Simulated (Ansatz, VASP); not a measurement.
# Two plane-wave programs on SiNi

Contents of INCAR:

```
SYSTEM = SiNi
  ALGO = Normal
  EDIFF = 1E-7
  ENCUT = 520
  GGA = PE
  ISIF = 2
  ISMEAR = -1
  ISPIN = 2
  LASPH = .True.
  LCHARG = .False.
  LMAXMIX = 4
  LORBIT = 11
  LREAL = .False.
  LWAVE = .False.
  MAGMOM = 1 1 0 0
  NBANDS = 26
  NELM = 120
  PREC = Accurate
  SIGMA = 0.05
```

KPOINTS

```
k-points
0
Gamma
  9 8 6
  0 0 0
```

POSCAR

```
SiNi
1.0
    3.0004866984      0.0000000000      0.0000000000
    0.0000000000      3.3446619823      0.0000000000
    0.0000000000      0.0000000000      4.7691846927
Ni Si
2 2
Direct
    0.5000000000      0.5000000000      0.3424955900
    0.0000000000      0.0000000000      0.6575044100
    0.5000000000      0.5000000000      0.8431431600
    0.0000000000      0.0000000000      0.1568568400
```

input.yaml

```yaml
crystal:
  lattice:
    - [3.0004866984, 0.0, 0.0]
    - [0.0, 3.3446619823, 0.0]
    - [0.0, 0.0, 4.7691846927]
  atoms:
    - { symbol: Ni, position: [0.5, 0.5, 0.34249559], spin: 1.0 }
    - { symbol: Ni, position: [0.0, 0.0, 0.65750441], spin: 1.0 }
    - { symbol: Si, position: [0.5, 0.5, 0.84314316] }
    - { symbol: Si, position: [0.0, 0.0, 0.15685684] }
hamiltonian:
  xc: pbe
  pseudopotentials: { kind: paw }
magnetization:
  spin_polarized: true
kpoints:
  mp_grid: { grid: [9, 8, 6] }
scf:
  occupations: { method: fermi_dirac, width: 0.05 }
output:
  forces: true
  stress: true
  eigenvalues: true
```

Change from the starting cell: volume scaled by 1.06.

Alike in both runs: task single point; functional PBE; k mesh 9 × 8 × 6; occupations fermi-dirac, width 0.05 eV; collinear spin, ferromagnetic start.

```csv
,VASP,Ansatz
version,VASP 6.6.1,Ansatz 0.2.0
potentials or method,"VASP PAW PBE potentials, release 64 (Ni, Si)",Ansatz PAW
plane-wave cutoff (eV),520,420
valence electrons in the cell,28,44
```

Ansatz gave:

```
gap on the k mesh at the Fermi level (eV)       : none
pressure (GPa)                                  : -4.2
largest component of the traceless stress (GPa) : 2.11
rms of the force components (eV/Å)              : 0.055
net moment per atom (μB)                        : 0.00
```

Task: Which values does VASP return?

Result: gap on the k mesh at the Fermi level (eV): none; pressure (GPa): -4.1; largest component of the traceless stress (GPa): 1.93; rms of the force components (eV/Å): 0.052; net moment per atom (μB): 0.00.

Atom by atom the forces differ by 0.003 eV/Å (rms over components). A gap of «none» marks a metal or a gap that the smearing closes. The two sets of potentials don't hold the same shells in valence.

Caveats: the starting moments weren't kept (Ansatz).
